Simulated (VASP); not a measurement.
Wanted: the native input for a VASP 6.6.1 run.

* Task: relaxation of cell and atoms
* Functional: PBE
* Dispersion: D3(BJ)
* Potentials or basis: VASP PAW PBE potentials, release 64 (As)
* Cutoff: 600 eV
* k mesh: 12 × 12 × 12
* Occupations: methfessel-paxton, width 0.1 eV
* Spin: no spin polarisation
* Further INCAR settings: ALGO = Normal; EDIFF = 1e-06; IBRION = 2; EDIFFG = -0.01; NSW = 90; ISIF = 3

The structure of As lies in POSCAR:

```
As
1.0
    1.8807968987      1.0858785957      3.5140619945
   -1.8807968987      1.0858785957      3.5140619945
    0.0000000000     -2.1717571915      3.5140619945
As
2
Direct
    0.7740000000      0.7740000000      0.7740000000
    0.2260000000      0.2260000000      0.2260000000
```

One way to write it, as run:

INCAR

```
  ALGO = Normal
  EDIFF = 1E-6
  EDIFFG = -0.01
  ENCUT = 600
  GGA = PE
  IBRION = 2
  ISIF = 3
  ISMEAR = 1
  IVDW = 12
  KPAR = 4
  LASPH = T
  LCHARG = F
  LREAL = F
  LWAVE = F
  NELM = 80
  NSW = 90
  PREC = Accurate
  SIGMA = 0.1
```

KPOINTS

```
k-points
0
Gamma
  12 12 12
```

Potentials or basis: VASP PAW PBE potentials, release 64 (As).

Run with:

```sh
$ cat potpaw_PBE.64/As/POTCAR > POTCAR
$ mpirun -np 4 vasp_std > vasp.out
```

It gave:

| Item | Value |
| --- | --- |
| Relaxed volume | 20.91 Å³/atom |
| Relaxed cell | a = 4.011 Å, b = 4.011 Å, c = 4.011 Å, α = 56.40°, β = 56.40°, γ = 56.40° |
| Space group after relaxing (to 0.05 Å) | R-3m (No. 166) |
| Energy gained by relaxing | 12.5 meV/atom |
| Ionic steps | 11 |
| Pressure after relaxing | 0.0 GPa |
| Band gap on the k mesh | none (metal or under the smearing width) |
| Dispersion energy per atom | -0.433 eV |

Caveat: pairwise dispersion overbinds metals, which lowers pressure and volume.

Run time: 61 s on 4 MPI ranks on Intel(R) Xeon(R) 6975P-C (Granite Rapids) (shared host), peak memory 0.27 GiB a rank.
